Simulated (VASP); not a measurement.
# SiO2 (Stishovite): cell size and functional, part 3 of 3

Aim: relax SiO2 (Stishovite) at several levels of theory and compare the cells. The starting structure is a measured crystal structure from the Crystallography Open Database. The first relaxation on each setting starts from this cell expanded by 3 % in volume.

VASP 6.6.1.

Results so far: PBEsol 7.87 Å³ an atom; LDA 7.68 Å³ an atom; PBE 8.05 Å³ an atom; PBEsol + D3(BJ) 7.77 Å³ an atom; r2SCAN 7.80 Å³ an atom; r2SCAN + rVV10 7.76 Å³ an atom.

**8. Relaxation with vdW-DF-cx (continued)**

Level of this step: vdW-DF-cx; plane waves and PAW (Si, O) (VASP).

From OUTCAR (step 8):

```text
  Total        0.0072792      0.0072792      0.0202473      0.0000000      0.0000000      0.0000000
  in kB        0.2459494      0.2459494      0.6841167      0.0000000      0.0000000      0.0000000
  external PRESSURE =       0.3920052 kB  Pullay stress =       0.0000000 kB

 POSITION                                       TOTAL-FORCE (eV/Angst)
 -----------------------------------------------------------------------------------
      2.09873      2.09873      1.34569         0.000000      0.000000     -0.000000
      4.19745      0.00000      0.00000        -0.000000      0.000000     -0.000000
      3.38149      0.81596      1.34569         0.002838     -0.002838     -0.000000
      2.91469      2.91469      0.00000        -0.002838     -0.002838     -0.000000
      0.81596      3.38149      1.34569        -0.002838      0.002838      0.000000
      1.28276      1.28276      0.00000         0.002838      0.002838      0.000000
 -----------------------------------------------------------------------------------
    total drift:                                0.000000      0.000000     -0.000000

  FREE ENERGIE OF THE ION-ELECTRON SYSTEM (eV)
  ---------------------------------------------------
  free  energy   TOTEN  =       -38.6427494337 eV

  energy  without entropy=      -38.6427494337  energy(sigma->0) =      -38.64274943

[... 2 parts as in an earlier step ...]

[... 2 further parts left out ...]
[key lines of the parts left out:]
E-fermi :   8.0846
```

With vdW-DF-cx the relaxed cell holds 7.903 Å³ an atom, +1.96 % against the measured cell, with a = 4.197 Å and c = 2.691 Å. That is +0.48 % from PBEsol.

**9. Relaxation with AM05**

AM05 is built from the electron gas and the surface model, and does well on lattice constants. This run starts from the cell of an earlier relaxation, which isn't shown; the restart sets up the plane waves anew.

The input, INCAR:

```
SYSTEM = SiO2
PREC = Accurate
ENCUT = 520
EDIFF = 1E-06
NELM = 100
ISMEAR = 0
SIGMA = 0.03
LREAL = .FALSE.
ALGO = Normal
GGA = AM
NBANDS = 22
LORBIT = 11
LWAVE = .FALSE.
LCHARG = .FALSE.
KPAR = 8
IBRION = 2
NSW = 50
ISIF = 3
EDIFFG = -0.006
```

The input, POSCAR:

```
SiO2
1.0
    4.1964340378      0.0000000000      0.0000000000
    0.0000000000      4.1964340378      0.0000000000
    0.0000000000      0.0000000000      2.6792479012
Si O
2 4
Direct
    0.5000000000      0.5000000000      0.5000000000
    0.0000000000      0.0000000000      0.0000000000
    0.8060635828      0.1939364172      0.5000000000
    0.6939364172      0.6939364172      0.0000000000
    0.1939364172      0.8060635828      0.5000000000
    0.3060635828      0.3060635828      0.0000000000
```

The input, KPOINTS:

```
Automatic mesh
0
Gamma
6 6 8
0 0 0
```

PAW data sets: Si and O (PBE family, release 64).

Launch:

```sh
$ mpirun -np 8 vasp_std
```

What it wrote:

```text
[... set-up lines as in an earlier step ...]
 entering main loop
       N       E                     dE             d eps       ncg     rms          rms(c)
DAV:   1     0.150524140338E+03    0.15052E+03   -0.17912E+04  2200   0.140E+03
DAV:   2    -0.451277910739E+02   -0.19565E+03   -0.18838E+03  2964   0.303E+02
DAV:   3    -0.519337266356E+02   -0.68059E+01   -0.67827E+01  2800   0.572E+01
DAV:   4    -0.519803268676E+02   -0.46600E-01   -0.46584E-01  2710   0.549E+00
[...]
DAV:  11    -0.479399135324E+02    0.34888E-04   -0.14807E-04  2704   0.880E-02    0.595E-03
DAV:  12    -0.479399150043E+02   -0.14718E-05   -0.74590E-06  2674   0.202E-02    0.543E-03
DAV:  13    -0.479399149648E+02    0.39465E-07   -0.11902E-06  1700   0.845E-03
   1 F= -.47939915E+02 E0= -.47939915E+02  d E =-.479399E+02
[...]
reached required accuracy - stopping structural energy minimisation
```

Elapsed: 6.2 s, on 8 MPI ranks of Intel Xeon Platinum 8259CL at 2.50GHz (Skylake/Cascade Lake), shared host; peak memory 1.4 GiB; 46 s of CPU time.

From OUTCAR (step 9):

```text
  Total        0.0094096      0.0094096      0.0331229      0.0000000      0.0000000      0.0000000
  in kB        0.3195289      0.3195289      1.1247737      0.0000000      0.0000000      0.0000000
  external PRESSURE =       0.5879438 kB  Pullay stress =       0.0000000 kB

 POSITION                                       TOTAL-FORCE (eV/Angst)
 -----------------------------------------------------------------------------------
      2.09822      2.09822      1.33962         0.000000      0.000000      0.000000
      0.00000      0.00000      0.00000         0.000000      0.000000      0.000000
      3.38259      0.81384      1.33962        -0.000303      0.000303      0.000000
      2.91206      2.91206      0.00000         0.000303      0.000303      0.000000
      0.81384      3.38259      1.33962         0.000303     -0.000303      0.000000
      1.28438      1.28438      0.00000        -0.000303     -0.000303      0.000000
 -----------------------------------------------------------------------------------
    total drift:                                0.000000     -0.000000      0.000000

  FREE ENERGIE OF THE ION-ELECTRON SYSTEM (eV)
  ---------------------------------------------------
  free  energy   TOTEN  =       -47.9399149648 eV

  energy  without entropy=      -47.9399149648  energy(sigma->0) =      -47.93991496

[... 2 parts as in an earlier step ...]

[... 2 further parts left out ...]
[key lines of the parts left out:]
E-fermi :   8.2720
```

With AM05 the relaxed cell holds 7.864 Å³ an atom, +1.45 % against the measured cell, with a = 4.196 Å and c = 2.679 Å. That is -0.03 % from PBEsol.

**10. The runs compared**

```
          level  volume (Å³/atom)  against the measured cell (%)   a (Å)   c (Å)  pressure left (GPa)  core minutes
         PBEsol             7.866                           1.48  4.1935  2.6836                  0.0           2.8
            LDA              7.68                          -0.92  4.1567   2.667                -0.03          3.81
            PBE             8.045                           3.79  4.2338   2.693                -0.02          2.93
PBEsol + D3(BJ)             7.768                           0.22  4.1734  2.6761                -0.05          4.48
         r2SCAN             7.796                           0.58  4.1832   2.673                 0.01          15.7
 r2SCAN + rVV10             7.761                           0.12  4.1742  2.6724                -0.01          36.0
      vdW-DF-cx             7.903                           1.96  4.1975  2.6914                 0.04          13.3
           AM05             7.864                           1.45  4.1964  2.6792                 0.06          4.29
```

Core minutes are wall time times ranks, summed over the relaxations behind a row (those for a bulk modulus apart), on shared hosts.

**11. Results**

```
volume, PBEsol          : 7.866 Å³/atom
volume, LDA             : 7.680 Å³/atom
volume, PBE             : 8.045 Å³/atom
volume, PBEsol + D3(BJ) : 7.768 Å³/atom
volume, r2SCAN          : 7.796 Å³/atom
volume, r2SCAN + rVV10  : 7.761 Å³/atom
volume, vdW-DF-cx       : 7.903 Å³/atom
volume, AM05            : 7.864 Å³/atom
```

In words: Across 8 levels the volume of SiO2 (Stishovite) spans 4.8 %, from 7.68 Å³ an atom (LDA) to 8.05 Å³ (PBE). Against the measured volume of the starting structure, r2SCAN + rVV10 comes nearest (+0.1 %) and PBE lies farthest (+3.8 %). The measured cell holds zero-point expansion and, unless it was taken cold, thermal expansion, which the runs lack, so small differences decide nothing. Adding D3(BJ) to PBEsol changes the volume by -1.2 %. Adding rVV10 to r2SCAN changes the volume by -0.4 %. LASPH is on in some of these runs and off in others, which adds a little to the differences. All runs keep the symmetry of the start, so they can't find a distortion of lower symmetry. Further runs on this material are not shown.

[Lines on the potential files, build, host, timing and source positions are cut from VASP's logs without a mark.]

[Logs are printed without paths, hosts, clocks, repeated set-up lines and the standing remarks that a program may print on its own settings, such as how far it seeks lower states.]

[Hosts, paths, dates, database ids (printed as entryN), source tags and the programs' standing remarks are cut or masked in the printed files.]
